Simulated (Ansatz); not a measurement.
We consider wurtzite InN, described by HSE06 (Ansatz, an electronic-structure program, PAW).

Run with plane-wave cutoff 460 eV, 9×9×6 k mesh (along the axes of the cell as run), Fermi–Dirac smearing 0.01 eV, scalar-relativistic PAW data made under PBE.

Cell (measured lattice):

Space group P6₃mc (No. 186); a = b = 3.537 Å, c = 5.703 Å, α = β = 90.00°, γ = 120.00°

| atom | site | symmetry | x | y | z |
|---|---|---|---|---|---|
| In | 2b | 3m. | 0.6667 | 0.3333 | 0.4999 |
| N | 2b | 3m. | 0.3333 | 0.6667 | 0.3791 |

Q: Estimate the band gap that the calculation returns.

A: 
- band gap = 0.71 eV (on the SCF k mesh)

Measured, for comparison: band gap 0.77 eV (zero-point shift of 0.07 eV (the table's estimate, ZP (est)) added back here, E0, Γ; inputs from arXiv:2302.06325).

Note: cell and atoms aren't relaxed at this level.

Spin–orbit coupling is not included.

The computed numbers hold no vibrational or temperature effects.

Cost on a shared machine: very roughly 8 core-minutes.
